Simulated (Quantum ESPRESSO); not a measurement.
# Ni (Fm-3m) in Quantum ESPRESSO: further runs, part 3 of 3

Quantum ESPRESSO 7.5.

### 5 Phonons, WC, collinear spin, ferromagnetic start

pw.in reads:

```
&CONTROL
  calculation = 'scf'
  prefix = 'pwscf'
  outdir = './tmp'
  pseudo_dir = './pseudo'
  tprnfor = .true.
  tstress = .true.
  disk_io = 'low'
/
&SYSTEM
  ibrav = 0
  A = 2.45729921
  nat = 1
  ntyp = 1
  ecutwfc = 45
  ecutrho = 360
  nbnd = 18
  input_dft = 'wc'
  occupations = 'smearing'
  smearing = 'mv'
  degauss = 0.01469973
  nspin = 2
  starting_magnetization(1) = 0.0556
/
&ELECTRONS
  conv_thr = 2d-10
  electron_maxstep = 120
  mixing_beta = 0.3
/
ATOMIC_SPECIES
Ni    58.6934 ni_pbe_v1.4.uspp.F.UPF
CELL_PARAMETERS alat
   0.0000000000    0.7071067805    0.7071067805
   0.7071067805    0.0000000000    0.7071067805
   0.7071067805    0.7071067805    0.0000000000
ATOMIC_POSITIONS alat
Ni     0.0000000000    0.0000000000    0.0000000000
K_POINTS automatic
11 11 11 0 0 0
```

relax.in reads:

```
&CONTROL
  calculation = 'vc-relax'
  prefix = 'pwscf'
  outdir = './tmp'
  pseudo_dir = './pseudo'
  tprnfor = .true.
  tstress = .true.
  disk_io = 'low'
  nstep = 40
  forc_conv_thr = 0.0001
  etot_conv_thr = 1d-06
/
&SYSTEM
  ibrav = 0
  A = 2.45729921
  nat = 1
  ntyp = 1
  ecutwfc = 45
  ecutrho = 360
  nbnd = 18
  input_dft = 'wc'
  occupations = 'smearing'
  smearing = 'mv'
  degauss = 0.01469973
  nspin = 2
  starting_magnetization(1) = 0.0556
/
&ELECTRONS
  conv_thr = 2d-10
  electron_maxstep = 120
  mixing_beta = 0.3
/
&IONS
  ion_dynamics = 'bfgs'
/
&CELL
  cell_dynamics = 'bfgs'
  press = 0
  press_conv_thr = 0.2
/
ATOMIC_SPECIES
Ni    58.6934 ni_pbe_v1.4.uspp.F.UPF
CELL_PARAMETERS alat
   0.0000000000    0.7071067805    0.7071067805
   0.7071067805    0.0000000000    0.7071067805
   0.7071067805    0.7071067805    0.0000000000
ATOMIC_POSITIONS alat
Ni     0.0000000000    0.0000000000    0.0000000000
K_POINTS automatic
11 11 11 0 0 0
```

scf2.in reads:

```
&CONTROL
  calculation = 'scf'
  prefix = 'pwscf'
  outdir = './tmp'
  pseudo_dir = './pseudo'
  tprnfor = .true.
  tstress = .true.
  disk_io = 'low'
/
&SYSTEM
  ibrav = 0
  A = 2.44972231
  nat = 1
  ntyp = 1
  ecutwfc = 45
  ecutrho = 360
  nbnd = 18
  input_dft = 'wc'
  occupations = 'smearing'
  smearing = 'mv'
  degauss = 0.01469973
  nspin = 2
  starting_magnetization(1) = 0.0556
/
&ELECTRONS
  conv_thr = 1d-13
  electron_maxstep = 120
  mixing_beta = 0.3
  startingpot = 'file'
  startingwfc = 'file'
/
ATOMIC_SPECIES
Ni    58.6934 ni_pbe_v1.4.uspp.F.UPF
CELL_PARAMETERS alat
   0.0000000000    0.7071067805    0.7071067805
   0.7071067805    0.0000000000    0.7071067805
   0.7071067805    0.7071067805    0.0000000000
ATOMIC_POSITIONS alat
Ni     0.0000000000    0.0000000000    0.0000000000
K_POINTS automatic
11 11 11 0 0 0
```

ph.in reads:

```
phonons of Ni
&INPUTPH
  prefix = 'pwscf'
  outdir = './tmp'
  tr2_ph = 1d-18
  fildyn = 'dyn'
  niter_ph = 90
  alpha_mix(1) = 0.4
/
0.1767766953 0.7071067812 0.1767766953
```

Potentials or basis: GBRV 1.5 PBE.

The run is started by

```sh
$ OMP_NUM_THREADS=1 mpirun -n 4 pw.x -nk 4 -in pw.in > pw.out
$ OMP_NUM_THREADS=1 mpirun -n 4 pw.x -nk 4 -in relax.in > relax.out
$ OMP_NUM_THREADS=1 mpirun -n 4 pw.x -nk 4 -in scf2.in > scf2.out
$ OMP_NUM_THREADS=1 mpirun -n 4 ph.x -nk 4 -in ph.in > ph.out
```

pw.out:

```text
This program is part of the open-source Quantum ESPRESSO suite
     for quantum simulation of materials; please cite
         "P. Giannozzi et al., J. Phys.:Condens. Matter 21 395502 (2009);
         "P. Giannozzi et al., J. Phys.:Condens. Matter 29 465901 (2017);
         "P. Giannozzi et al., J. Chem. Phys. 152 154105 (2020);
     in publications or presentations arising from this work. More details at

     IMPORTANT: XC functional enforced from input :
     Exchange-correlation= WC
                           (   1   4  11   4   0   0   0)
     Any further DFT definition will be discarded
     Please, verify this is what you really want

     Message from routine setup:
     using ibrav=0 with symmetry is DISCOURAGED, use correct ibrav instead

     K-points division:     npool     =       4
     Subspace diagonalization in iterative solution of the eigenvalue problem:
     a serial algorithm will be used

     G-vector sticks info
     --------------------
     sticks:   dense  smooth     PW     G-vecs:    dense   smooth      PW
     Sum         535     265     91                 8099     2891     609

     Using Slab Decomposition

     bravais-lattice index     =            0
     lattice parameter (alat)  =       4.6436  a.u.
     unit-cell volume          =      70.8037 (a.u.)^3
     number of atoms/cell      =            1
     number of atomic types    =            1
     number of electrons       =        18.00
     number of Kohn-Sham states=           18
     kinetic-energy cutoff     =      45.0000  Ry
     charge density cutoff     =     360.0000  Ry
     scf convergence threshold =      2.0E-10
     mixing beta               =       0.3000
     number of iterations used =            8  plain     mixing
     Exchange-correlation= WC
                           (   1   4  11   4   0   0   0)

     celldm(1)=   4.643623  celldm(2)=   0.000000  celldm(3)=   0.000000
     celldm(4)=   0.000000  celldm(5)=   0.000000  celldm(6)=   0.000000

[... 8 lines left out ...]
               b(3) = (  0.707107  0.707107 -0.707107 )

     PseudoPot. # 1 for Ni read from file:
     ni_pbe_v1.4.uspp.F.UPF
     Pseudo is Ultrasoft + core correction, Zval = 18.0
     Generated by new atomic code, or converted to UPF format
     Using radial grid of  865 points,  6 beta functions with:
                l(1) =   0
                l(2) =   0
                l(3) =   1
                l(4) =   1
                l(5) =   2
                l(6) =   2
     Q(r) pseudized with 10 coefficients,  rinner =    0.980   0.980   0.980
                                                       0.980   0.980

     atomic species   valence    mass     pseudopotential
     Ni               18.00    58.69340     Ni( 1.00)

     Starting magnetic structure
     atomic species   magnetization
     Ni              0.056

     48 Sym. Ops., with inversion, found

   Cartesian axes

     site n.     atom                  positions (alat units)
         1        Ni     tau(   1) = (   0.0000000   0.0000000   0.0000000  )

     number of k points=    56  Marzari-Vanderbilt smearing, width (Ry)=  0.0147
                       cart. coord. in units 2pi/alat
        k(    1) = (   0.0000000   0.0000000   0.0000000), wk =   0.0007513
        k(    2) = (   0.0642824   0.0642824  -0.0642824), wk =   0.0060105
        k(    3) = (   0.1285649   0.1285649  -0.1285649), wk =   0.0060105
        k(    4) = (   0.1928473   0.1928473  -0.1928473), wk =   0.0060105
        k(    5) = (   0.2571297   0.2571297  -0.2571297), wk =   0.0060105
        k(    6) = (   0.3214122   0.3214122  -0.3214122), wk =   0.0060105
[... 48 lines left out ...]
        k(   55) = (  -0.0642824  -0.4499770   0.7071068), wk =   0.0180316
        k(   56) = (   0.0000000  -0.3856946   0.6428243), wk =   0.0180316

     Dense  grid:     8099 G-vectors     FFT dimensions: (  30,  30,  30)

     Smooth grid:     2891 G-vectors     FFT dimensions: (  20,  20,  20)

     Check: negative core charge=   -0.000008
     Generating pointlists ...
     new r_m :   0.4125 (alat units)  1.9155 (a.u.) for type    1

     Initial potential from superposition of free atoms

     starting charge      16.0000, renormalised to      18.0000
     Starting wfcs are   13 randomized atomic wfcs +    5 random wfcs

     Self-consistent Calculation

     iteration #  1     ecut=    45.00 Ry     beta= 0.30
     Davidson diagonalization with overlap
     ethr =  1.00E-02,  avg # of iterations =  5.5

     total energy              =    -337.05972900 Ry
     estimated scf accuracy    <      30.69532889 Ry

     total magnetization       =     0.25 Bohr mag/cell
     absolute magnetization    =     0.27 Bohr mag/cell

     iteration #  2     ecut=    45.00 Ry     beta= 0.30
     Davidson diagonalization with overlap
     ethr =  1.00E-02,  avg # of iterations =  2.5

     total energy              =    -342.95108398 Ry
     estimated scf accuracy    <       0.84576905 Ry

     total magnetization       =     0.50 Bohr mag/cell
     absolute magnetization    =     0.55 Bohr mag/cell
[... 61 lines left out ...]
     iteration #  9     ecut=    45.00 Ry     beta= 0.30
     Davidson diagonalization with overlap
     ethr =  3.91E-10,  avg # of iterations =  1.9

     total energy              =    -343.12609944 Ry
     estimated scf accuracy    <       0.00000004 Ry

     total magnetization       =     0.58 Bohr mag/cell
     absolute magnetization    =     0.68 Bohr mag/cell

     iteration # 10     ecut=    45.00 Ry     beta= 0.30
     Davidson diagonalization with overlap
     ethr =  2.11E-10,  avg # of iterations =  1.2

     Magnetic moment per site  (integrated on atomic sphere of radius R)
     atom   1 (R=0.412)  charge= 16.6722  magn=  0.6234

     End of self-consistent calculation

     Number of k-points >= 100: set verbosity='high' to print the bands.

     the Fermi energy is    18.5365 ev

!    total energy              =    -343.12609948 Ry
     estimated scf accuracy    <          1.5E-10 Ry
     smearing contrib. (-TS)   =      -0.00033490 Ry
     internal energy E=F+TS    =    -343.12576458 Ry

     The total energy is F=E-TS. E is the sum of the following terms:
     one-electron contribution =    -187.00887385 Ry
     hartree contribution      =     105.48474713 Ry
     xc contribution           =     -35.39810677 Ry
     ewald contribution        =    -226.20353110 Ry

     total magnetization       =     0.58 Bohr mag/cell
     absolute magnetization    =     0.68 Bohr mag/cell

     convergence has been achieved in  10 iterations

     Forces acting on atoms (cartesian axes, Ry/au):

     atom    1 type  1   force =     0.00000000    0.00000000    0.00000000

     Total force =     0.000000     Total SCF correction =     0.000000

     Computing stress (Cartesian axis) and pressure

          total   stress  (Ry/bohr**3)                   (kbar)     P=      -21.46
  -0.00014587  -0.00000000   0.00000000          -21.46       -0.00        0.00
   0.00000000  -0.00014587   0.00000000            0.00      -21.46        0.00
   0.00000000   0.00000000  -0.00014587            0.00        0.00      -21.46

=------------------------------------------------------------------------------=
   JOB DONE.
=------------------------------------------------------------------------------=
```

relax.out:

```text
This program is part of the open-source Quantum ESPRESSO suite
     for quantum simulation of materials; please cite
         "P. Giannozzi et al., J. Phys.:Condens. Matter 21 395502 (2009);
         "P. Giannozzi et al., J. Phys.:Condens. Matter 29 465901 (2017);
         "P. Giannozzi et al., J. Chem. Phys. 152 154105 (2020);
[... 1010 lines left out ...]
   0.00000000  -0.00000669  -0.00000000            0.00       -0.98       -0.00
  -0.00000000  -0.00000000  -0.00000669           -0.00       -0.00       -0.98

=------------------------------------------------------------------------------=
   JOB DONE.
=------------------------------------------------------------------------------=
```

scf2.out:

```text
This program is part of the open-source Quantum ESPRESSO suite
     for quantum simulation of materials; please cite
         "P. Giannozzi et al., J. Phys.:Condens. Matter 21 395502 (2009);
         "P. Giannozzi et al., J. Phys.:Condens. Matter 29 465901 (2017);
         "P. Giannozzi et al., J. Chem. Phys. 152 154105 (2020);
[... 216 lines left out ...]
  -0.00000000  -0.00000648  -0.00000000           -0.00       -0.95       -0.00
  -0.00000000  -0.00000000  -0.00000648           -0.00       -0.00       -0.95

=------------------------------------------------------------------------------=
   JOB DONE.
=------------------------------------------------------------------------------=
```

Run time: 89 s. Hardware: 4 MPI ranks of AMD EPYC 9R45 (Zen 5), shared host; peak memory 0.36 GiB.

Results:

- Free energy: -4668.4689 eV
- Relaxed volume: 10.40 Å³/atom
- Relaxed cell: a = 2.450 Å, b = 2.450 Å, c = 2.450 Å, α = 60.00°, β = 60.00°, γ = 60.00°
- Space group after relaxing (to 0.05 Å): Fm-3m (No. 225)
- Pressure after relaxing: -0.1 GPa
- Band gap on the k mesh: none (metal or under the smearing width)
- Net moment: 0.58 μB per cell
- Absolute moment: 0.67 μB per cell
- Site moments: Ni +0.62 μB
- Valence electrons inside the program's atomic spheres: Ni 16.67
- Highest phonon frequency at the q point run: 292 cm⁻¹

Step by step:
| step | energy change (eV) | largest force (eV/Å) | pressure (GPa) | volume (Å³) |
| --- | --- | --- | --- | --- |
| 1 | 0.0000 | 0.0000 | -2.15 | 10.49 |
| 2 | -0.0006 | 0.0000 | 0.46 | 10.38 |
| 3 | -0.0007 | 0.0000 | -0.06 | 10.40 |
| 4 | -0.0007 | 0.0000 | 0.00 | 10.40 |

Final structure:
```yaml
crystal:
  lattice:
    - [0.00000, 1.73222, 1.73222]
    - [1.73222, 0.00000, 1.73222]
    - [1.73222, 1.73222, 0.00000]
  atoms:
    - { symbol: Ni, position: [0.00000, 0.00000, 0.00000] }
```

Levels at points of the mesh, in eV from the Fermi level:
Spin up:
```csv
k point,band 5,band 6,band 7,band 8,band 9,band 10,band 11,band 12,band 13,band 14
"(0.00, 0.00, 0.00)",-9.52,-2.57,-2.57,-2.57,-1.35,-1.35,23.83,28.05,28.05,28.05
```
Spin down:
| k point | band 5 | band 6 | band 7 | band 8 | band 9 | band 10 | band 11 | band 12 | band 13 | band 14 |
| --- | --- | --- | --- | --- | --- | --- | --- | --- | --- | --- |
| (0.00, 0.00, 0.00) | -9.53 | -1.86 | -1.86 | -1.86 | -0.70 | -0.70 | 23.70 | 28.05 | 28.05 | 28.05 |

Phonon frequencies in cm⁻¹ (negative: imaginary):
| q point | frequencies |
| --- | --- |
| (0.625, 0.250, 0.625) | 218 279 292 |

Phonon modes at q = (0.625, 0.250, 0.625) in reciprocal lattice units:
| mode | symmetry | cm⁻¹ |
| --- | --- | --- |
| 1 | B_1 | 218 |
| 2 | A_1 | 279 |
| 3 | B_2 | 292 |

Caveat: the mesh is thin for the phonons of a metal; the potentials were made for another functional, which shifts forces and pressure; the q point doesn't lie on the k mesh, which can shift a metal's frequencies strongly unless the mesh is converged.

### 6 Overview

| level | potentials or basis | gap on the mesh (eV) | pressure (GPa) | moment (μB) |
| --- | --- | --- | --- | --- |
| PBEsol | GBRV 1.5 PBEsol | none | -0.1 | 0.58 |
| RPBE | GBRV 1.5 PBE | none | 0.8 | 0.59 |
| AM05 | GBRV 1.5 PBE | none | -0.1 | 0.59 |
| WC | GBRV 1.5 PBE | none | -0.1 | 0.58 |

Alike in all rows: task phonons; spin collinear, ferromagnetic start; cell relaxed; k mesh 11 × 11 × 11; cutoff (eV) 612; smearing cold 0.2 eV.

Caveats: the mesh is thin for the phonons of a metal; the q point doesn't lie on the k mesh, which can shift a metal's frequencies strongly unless the mesh is converged; the potentials were made for another functional, which shifts forces and pressure (some runs).

Absolute energies hang on the potentials; compare differences alone.
